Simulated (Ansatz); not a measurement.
**AlN: how the settings move a single-point run**

Aim: see which settings change the result for AlN, by how much, and at what cost. The cell is built on a prototype (CsCl type) and needn't be the phase found in nature.

Method: reference: DFT, HSE06, plane waves, PAW, in Ansatz 0.2.0.

5 further runs of the same task are left out: 1 for a known fault of the program, 4 that didn't finish.

## Step 1: The system as given

Symmetry: Pm-3m, No. 221, cubic system. The conventional cell has a = 2.585 Å, b = 2.585 Å, c = 2.585 Å, α = 90.00°, β = 90.00°, γ = 90.00°. Al (site symmetry m-3m) is surrounded by 8 N at 2.24 Å. N (site symmetry m-3m) has 8 Al at 2.24 Å as nearest neighbours.

Coordinates:

```cif
data_structure
_symmetry_space_group_name_H-M 'P 1'
_symmetry_Int_Tables_number 1
_cell_length_a 2.5855
_cell_length_b 2.5855
_cell_length_c 2.5855
_cell_angle_alpha 90.000
_cell_angle_beta 90.000
_cell_angle_gamma 90.000
_cell_volume 17.28
loop_
_atom_site_label
_atom_site_type_symbol
_atom_site_fract_x
_atom_site_fract_y
_atom_site_fract_z
_atom_site_occupancy
Al1 Al 0.00000 0.00000 0.00000 1
N1 N 0.50000 0.50000 0.50000 1
```

## Step 2: The reference run

File input.yaml:

```yaml
crystal:
  lattice:
    - [2.5854596279, 0.0, 0.0]
    - [0.0, 2.5854596279, 0.0]
    - [0.0, 0.0, 2.5854596279]
  atoms:
    - { symbol: Al, position: [0.0, 0.0, 0.0] }
    - { symbol: "N", position: [0.5, 0.5, 0.5] }
kpoints:
  mp_grid: { grid: [4, 4, 4] }
hamiltonian:
  xc: hse06
scf:
  occupations: { method: fermi_dirac, width: 0.02 }
  n_extra_bands: 4
output:
  forces: true
  stress: true
  eigenvalues: true
```

Run with:

```sh
$ ansatz run input.yaml --threads 4 --pin off --max-ram 3686MiB --backend cpu --events-out ev --progress --plain --runs-dir out
```

## Step 3: Changed: xc pbesol

input.yaml: that of step 2 with these lines changed.

```diff
@@ -11,3 +11,3 @@
 hamiltonian:
-  xc: hse06
+  xc: pbesol
 scf:
```

## Step 4: Changed: exchange pbe, correlation pbe, coeff 0.35

input.yaml: that of step 2 with these lines changed.

```diff
@@ -11,3 +11,3 @@
 hamiltonian:
-  xc: hse06
+  xc: { exchange: pbe, correlation: pbe, exx: { coeff: 0.35 } }
 scf:
```

## Step 5: Variant: exchange pbe, correlation pbe, coeff 0.4

input.yaml: that of step 2 with these lines changed.

```diff
@@ -11,3 +11,3 @@
 hamiltonian:
-  xc: hse06
+  xc: { exchange: pbe, correlation: pbe, exx: { coeff: 0.4 } }
 scf:
```

What does the calculation give? Wanted: for each run, ending; energy change; pressure; gap; force.

The runs gave:

| run | ending | energy change | pressure (GPa) | gap (eV) | force (eV/Å) | cycles | time |
| --- | --- | --- | --- | --- | --- | --- | --- |
| reference | converged | - | -3.4 | 0.42 | 0.00 | 35 | 1.5 s |
| 1: xc pbesol | converged | not comparable | 2.8 | 0.00 | 0.00 | 10 | 0.21 s |
| 2: exchange pbe, correlation pbe, coeff 0.35 | converged | not comparable | -6.6 | 1.65 | 0.00 | 31 | 1.5 s |
| 3: exchange pbe, correlation pbe, coeff 0.4 | converged | not comparable | -8.1 | 1.80 | 0.00 | 30 | 1.5 s |

Residual by cycle in the longest SCF loop of each run; runs are numbered as in the table. The quantity is the density residual dr2, in eV.

| cycle | reference | run 1 | run 2 | run 3 |
| --- | --- | --- | --- | --- |
| 1 | 0.0562 | 0.131 | 0.055 | 0.0545 |
| 2 | 0.188 | 0.205 | 0.189 | 0.189 |
| 4 | 2.3e-4 | 0.11 | 1.9e-4 | 1.8e-4 |
| 5 | 0.205 | 0.00176 | 0.194 | 0.186 |
| 6 | 0.0456 | 4.2e-4 | 0.0366 | 0.0319 |
| 7 | 0.00121 | 1.3e-4 | 0.00122 | 2.2e-4 |
| 9 | 2.8e-4 | 1.2e-6 | 2.4e-5 | 3.2e-4 |
| 10 | 1.3e-5 | 1.1e-8 | 9.6e-8 | 6.8e-5 |
| 11 | 1.0e-8 | - | 7.3e-8 | 9.1e-7 |
| 12 | 1.0e-7 | - | 1.5e-8 | 5.1e-9 |
| 14 | 1.7e-11 | - | 4.7e-10 | 3.8e-9 |
| 15 | - | - | - | 3.2e-11 |

The totals of these runs aren't set against each other here.
